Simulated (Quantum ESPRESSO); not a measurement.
# BeTe (F-43m) in Quantum ESPRESSO: a series of runs

One crystal, BeTe, is run at these levels: LDA, PBE, PBEsol, WC, BLYP, AM05; tasks: dielectric tensor.

Program: Quantum ESPRESSO 7.5. These are calculated values, not measurements. Logs are shortened: lines on timing, memory, paths and dates and some standing lists are left out, and cuts for length are marked.

## (1) Starting point

It takes space group F-43m (No. 216, cubic). Conventional cell: a = 5.540 Å, b = 5.540 Å, c = 5.540 Å, α = 90.00°, β = 90.00°, γ = 90.00°. Te (site symmetry -43m) is surrounded by 4 Be at 2.40 Å. Around Be (site symmetry -43m) lie 4 Te at 2.40 Å.

## (2) Dielectric tensor, LDA

Input file pw.in:

```
&CONTROL
  calculation = 'scf'
  prefix = 'pwscf'
  outdir = './tmp'
  pseudo_dir = './pseudo'
  tprnfor = .true.
  tstress = .true.
  disk_io = 'low'
/
&SYSTEM
  ibrav = 0
  nat = 2
  ntyp = 2
  ecutwfc = 88
  nbnd = 16
  occupations = 'smearing'
  smearing = 'fd'
  degauss = 0.00367493
/
&ELECTRONS
  conv_thr = 4d-10
  electron_maxstep = 120
  mixing_beta = 0.5
/
ATOMIC_SPECIES
Te   127.6000 Te.upf
Be     9.0122 Be.upf
CELL_PARAMETERS angstrom
   0.0000000000    2.7700000000    2.7700000000
   2.7700000000    0.0000000000    2.7700000000
   2.7700000000    2.7700000000    0.0000000000
ATOMIC_POSITIONS angstrom
Te     4.1550000000    4.1550000000    4.1550000000
Be     0.0000000000    0.0000000000    0.0000000000
K_POINTS automatic
6 6 6 1 1 1
```

Input file scf2.in:

```
&CONTROL
  calculation = 'scf'
  prefix = 'pwscf'
  outdir = './tmp'
  pseudo_dir = './pseudo'
  tprnfor = .true.
  tstress = .true.
  disk_io = 'low'
/
&SYSTEM
  ibrav = 0
  nat = 2
  ntyp = 2
  ecutwfc = 88
  nbnd = 16
  occupations = 'fixed'
/
&ELECTRONS
  conv_thr = 1d-13
  electron_maxstep = 120
  mixing_beta = 0.5
  startingpot = 'file'
  startingwfc = 'file'
/
ATOMIC_SPECIES
Te   127.6000 Te.upf
Be     9.0122 Be.upf
CELL_PARAMETERS angstrom
   0.0000000000    2.7700000000    2.7700000000
   2.7700000000    0.0000000000    2.7700000000
   2.7700000000    2.7700000000    0.0000000000
ATOMIC_POSITIONS angstrom
Te     4.1550000000    4.1550000000    4.1550000000
Be     0.0000000000    0.0000000000    0.0000000000
K_POINTS automatic
6 6 6 1 1 1
```

Input file ph.in:

```
dielectric of BeTe
&INPUTPH
  prefix = 'pwscf'
  outdir = './tmp'
  tr2_ph = 1d-18
  fildyn = 'dyn'
  niter_ph = 90
  alpha_mix(1) = 0.7
  epsil = .true.
  trans = .false.
  zeu = .true.
/
0.0000000000 0.0000000000 0.0000000000
```

Potentials or basis: PseudoDojo 0.4.1 SR LDA standard.

Started as:

```bash
> OMP_NUM_THREADS=1 pw.x -in pw.in > pw.out
> OMP_NUM_THREADS=1 pw.x -in scf2.in > scf2.out
> OMP_NUM_THREADS=1 ph.x -in ph.in > ph.out
```

pw.out:

```text
This program is part of the open-source Quantum ESPRESSO suite
     for quantum simulation of materials; please cite
[... 9 lines left out ...]
     --------------------
     sticks:   dense  smooth     PW     G-vecs:    dense   smooth      PW
     Sum        1333    1333    385                31951    31951    5065

     Using Slab Decomposition

     bravais-lattice index     =            0
     lattice parameter (alat)  =       7.4028  a.u.
     unit-cell volume          =     286.8573 (a.u.)^3
     number of atoms/cell      =            2
     number of atomic types    =            2
     number of electrons       =        20.00
     number of Kohn-Sham states=           16
     kinetic-energy cutoff     =      88.0000  Ry
     charge density cutoff     =     352.0000  Ry
     scf convergence threshold =      4.0E-10
     mixing beta               =       0.5000
     number of iterations used =            8  plain     mixing
     Exchange-correlation= SLA  PW   NOGX NOGC
                           (   1   4   0   0   0   0   0)

     celldm(1)=   7.402759  celldm(2)=   0.000000  celldm(3)=   0.000000
     celldm(4)=   0.000000  celldm(5)=   0.000000  celldm(6)=   0.000000

[... 8 lines left out ...]
               b(3) = (  0.707107  0.707107 -0.707107 )

     PseudoPot. # 1 for Te read from file:
     Te.upf
     Pseudo is Norm-conserving + core correction, Zval = 16.0
     Generated using ONCVPSP code by D. R. Hamann
     Using radial grid of 1278 points,  6 beta functions with:
                l(1) =   0
                l(2) =   0
                l(3) =   1
                l(4) =   1
                l(5) =   2
                l(6) =   2

     PseudoPot. # 2 for Be read from file:
     Be.upf
     Pseudo is Norm-conserving, Zval =  4.0
     Generated using ONCVPSP code by D. R. Hamann
     Using radial grid of 1358 points,  4 beta functions with:
                l(1) =   0
                l(2) =   0
                l(3) =   1
                l(4) =   1

     atomic species   valence    mass     pseudopotential
     Te               16.00   127.60000     Te( 1.00)
     Be                4.00     9.01220     Be( 1.00)

     24 Sym. Ops. (no inversion) found

   Cartesian axes

     site n.     atom                  positions (alat units)
         1        Te     tau(   1) = (   1.0606602   1.0606602   1.0606602  )
         2        Be     tau(   2) = (   0.0000000   0.0000000   0.0000000  )

     number of k points=    28  Fermi-Dirac smearing, width (Ry)=  0.0037
                       cart. coord. in units 2pi/alat
        k(    1) = (   0.0589256   0.0589256   0.0589256), wk =   0.0185185
        k(    2) = (   0.1767767   0.1767767  -0.0589256), wk =   0.0555556
        k(    3) = (   0.2946278   0.2946278  -0.1767767), wk =   0.0555556
        k(    4) = (  -0.2946278  -0.2946278   0.4124790), wk =   0.0555556
        k(    5) = (  -0.1767767  -0.1767767   0.2946278), wk =   0.0555556
        k(    6) = (  -0.0589256  -0.0589256   0.1767767), wk =   0.0555556
[... 20 lines left out ...]
        k(   27) = (   0.2946278   0.2946278   0.2946278), wk =   0.0185185
        k(   28) = (  -0.2946278  -0.2946278   0.8838835), wk =   0.0555556

     Dense  grid:    31951 G-vectors     FFT dimensions: (  45,  45,  45)

     Initial potential from superposition of free atoms

     starting charge      19.9996, renormalised to      20.0000
     Starting wfcs are   11 randomized atomic wfcs +    5 random wfcs

     Self-consistent Calculation

     iteration #  1     ecut=    88.00 Ry     beta= 0.50
     Davidson diagonalization with overlap
     ethr =  1.00E-02,  avg # of iterations =  4.9

     Threshold (ethr) on eigenvalues was too large:
     Diagonalizing with lowered threshold

     Davidson diagonalization with overlap
     ethr =  2.07E-04,  avg # of iterations =  3.0

     total energy              =    -236.97490281 Ry
     estimated scf accuracy    <       0.04253687 Ry
[... 43 lines left out ...]
     iteration #  8     ecut=    88.00 Ry     beta= 0.50
     Davidson diagonalization with overlap
     ethr =  2.51E-12,  avg # of iterations =  2.0

     End of self-consistent calculation

          k = 0.0589 0.0589 0.0589 (  3951 PWs)   bands (ev):

   -90.5183 -28.1103 -28.1102 -28.1102 -28.0942 -28.0942  -4.4422   7.4448
     8.0407   8.0407  11.8019  11.9452  11.9452  12.8720  16.8104  18.0849

          k = 0.1768 0.1768-0.0589 (  3988 PWs)   bands (ev):

   -90.5183 -28.1097 -28.1091 -28.1086 -28.0943 -28.0937  -4.0853   5.5527
     6.9803   7.8200  11.9951  12.3020  12.7704  14.5456  16.7190  17.3485

          k = 0.2946 0.2946-0.1768 (  3987 PWs)   bands (ev):

   -90.5183 -28.1082 -28.1074 -28.1073 -28.0937 -28.0932  -3.3752   3.2085
     6.5101   7.1795  11.7988  12.8442  12.9306  15.9352  17.5977  17.9474

          k =-0.2946-0.2946 0.4125 (  3996 PWs)   bands (ev):
[... 16 lines left out ...]
   -90.5183 -28.1108 -28.1074 -28.1074 -28.0950 -28.0930  -3.9107   5.4335
     6.7309   6.8157  11.1440  13.1535  13.8858  13.9767  16.8219  18.4606

          k = 0.4125 0.1768-0.0589 (  4008 PWs)   bands (ev):

   -90.5183 -28.1101 -28.1060 -28.1054 -28.0951 -28.0924  -3.3225   3.9362
     5.6093   6.3810  11.4858  13.1361  13.8076  15.1568  18.4210  19.1462

          k =-0.1768-0.4125 0.5303 (  4003 PWs)   bands (ev):
[... 6 lines left out ...]
   -90.5183 -28.1082 -28.1069 -28.1055 -28.0943 -28.0929  -3.1146   3.4453
     5.0333   6.6125  12.3517  12.8886  14.3619  15.1615  17.6712  18.3475

          k = 0.0589-0.1768 0.2946 (  3985 PWs)   bands (ev):

   -90.5183 -28.1098 -28.1075 -28.1074 -28.0946 -28.0931  -3.7571   4.6637
     6.2756   7.2661  11.8849  12.7886  13.7009  14.2194  17.0629  18.2256

          k = 0.5303 0.0589 0.0589 (  4013 PWs)   bands (ev):
[... 6 lines left out ...]
   -90.5183 -28.1106 -28.1038 -28.1025 -28.0959 -28.0916  -2.5738   3.1158
     4.6102   5.3222  10.9204  12.1530  16.1552  17.1556  18.8803  20.5627

          k = 0.0589-0.4125 0.5303 (  4008 PWs)   bands (ev):

   -90.5183 -28.1083 -28.1059 -28.1037 -28.0946 -28.0926  -2.6682   3.1871
     4.1888   5.8669  11.5865  14.2999  15.1336  15.7182  16.9151  19.0134

          k = 0.1768-0.2946 0.4125 (  3992 PWs)   bands (ev):

   -90.5183 -28.1081 -28.1069 -28.1061 -28.0939 -28.0929  -3.0799   2.8275
     5.9175   6.6741  12.0648  12.5973  13.8228  15.7717  17.9114  19.0698

          k =-0.6482 0.0589 0.0589 (  4006 PWs)   bands (ev):

   -90.5183 -28.1118 -28.1026 -28.1025 -28.0965 -28.0911  -2.5927   2.9667
     5.1157   5.4268  10.1855  11.1239  17.6845  17.6864  19.6661  21.2349

          k =-0.5303 0.1768-0.0589 (  4009 PWs)   bands (ev):

   -90.5183 -28.1104 -28.1047 -28.1036 -28.0956 -28.0919  -2.8759   3.4084
     5.0185   5.6600  11.1297  12.4748  14.9412  16.5507  19.0669  20.1203

          k =-0.4125 0.0589 0.0589 (  4005 PWs)   bands (ev):

   -90.5183 -28.1112 -28.1054 -28.1054 -28.0956 -28.0922  -3.4407   4.4178
     5.9966   6.1029  10.7211  12.2806  15.1012  15.2931  18.2357  19.5920

          k = 0.1768 0.1768 0.1768 (  3984 PWs)   bands (ev):
[... 31 lines left out ...]
   -90.5183 -28.1085 -28.1059 -28.1025 -28.0952 -28.0923  -2.5546   3.3275
     4.2202   5.0818  12.3222  13.6114  14.3072  15.6299  18.5114  20.5300

          k =-0.7660 0.1768 0.1768 (  4005 PWs)   bands (ev):

   -90.5183 -28.1098 -28.1040 -28.1035 -28.0954 -28.0920  -2.6018   3.1756
     4.1603   5.8097  10.7977  13.5057  16.0859  16.2184  17.8725  19.1988

          k = 0.2946 0.2946 0.2946 (  3975 PWs)   bands (ev):
[... 6 lines left out ...]
   -90.5183 -28.1078 -28.1066 -28.1059 -28.0936 -28.0931  -2.9259   2.6418
     5.5373   6.6055  11.7149  13.3941  13.7042  16.4577  17.7295  18.7160

     the Fermi energy is     9.0722 ev

!    total energy              =    -236.97749354 Ry
     estimated scf accuracy    <          2.4E-10 Ry
     smearing contrib. (-TS)   =      -0.00000000 Ry
     internal energy E=F+TS    =    -236.97749354 Ry

     The total energy is F=E-TS. E is the sum of the following terms:
     one-electron contribution =    -113.74591589 Ry
     hartree contribution      =      58.89316746 Ry
     xc contribution           =     -53.19938239 Ry
     ewald contribution        =    -128.92536272 Ry

     convergence has been achieved in   8 iterations

     Forces acting on atoms (cartesian axes, Ry/au):

     atom    1 type  1   force =     0.00000000    0.00000000    0.00000000
     atom    2 type  2   force =     0.00000000    0.00000000   -0.00000000

     Total force =     0.000000     Total SCF correction =     0.000000

     Computing stress (Cartesian axis) and pressure

          total   stress  (Ry/bohr**3)                   (kbar)     P=        5.62
   0.00003822  -0.00000000  -0.00000000            5.62       -0.00       -0.00
  -0.00000000   0.00003822   0.00000000           -0.00        5.62        0.00
  -0.00000000   0.00000000   0.00003822           -0.00        0.00        5.62

=------------------------------------------------------------------------------=
   JOB DONE.
=------------------------------------------------------------------------------=
```

scf2.out:

```text
This program is part of the open-source Quantum ESPRESSO suite
     for quantum simulation of materials; please cite
[... 9 lines left out ...]
     --------------------
     sticks:   dense  smooth     PW     G-vecs:    dense   smooth      PW
     Sum        1333    1333    385                31951    31951    5065
[... 293 lines left out ...]
   0.00003791   0.00000000   0.00000000            5.58        0.00        0.00
   0.00000000   0.00003791   0.00000000            0.00        5.58        0.00
   0.00000000   0.00000000   0.00003791            0.00        0.00        5.58

=------------------------------------------------------------------------------=
   JOB DONE.
=------------------------------------------------------------------------------=
```

ph.out:

```text
This program is part of the open-source Quantum ESPRESSO suite
     for quantum simulation of materials; please cite
         "P. Giannozzi et al., J. Phys.:Condens. Matter 21 395502 (2009);
         "P. Giannozzi et al., J. Phys.:Condens. Matter 29 465901 (2017);
         "P. Giannozzi et al., J. Chem. Phys. 152 154105 (2020);
     in publications or presentations arising from this work. More details at

     IMPORTANT: XC functional enforced from input :
[... 185 lines left out ...]
      E*z (        0.00000       -0.00000        1.23096 )

     INITIALIZATION:

     DIELECTRIC CONSTANT AND EFFECTIVE CHARGES:

      Additional routines

=------------------------------------------------------------------------------=
   JOB DONE.
=------------------------------------------------------------------------------=
```

It took 5.2 min on 1 thread of Arm Neoverse V1, shared host; peak memory 0.08 GiB.

What came out:

| Item | Value |
| --- | --- |
| Free energy | -3224.2431 eV |
| Pressure | 0.6 GPa |
| Electronic dielectric tensor (diagonal) | 7.47 |
| Born charges (mean of the diagonal) | Te -1.23; Be +1.23 e |

Electronic dielectric tensor:
```
7.47 0.00 0.00
0.00 7.47 0.00
0.00 0.00 7.47
```

Born effective charge tensors (e):
atom 1, Te
```
-1.23  0.00  0.00
 0.00 -1.23  0.00
 0.00  0.00 -1.23
```
atom 2, Be
```
1.23 0.00 0.00
0.00 1.23 0.00
0.00 0.00 1.23
```

The run has no spin-orbit coupling, so splittings on Te are missing.

(Continued in part 2 of 4.)
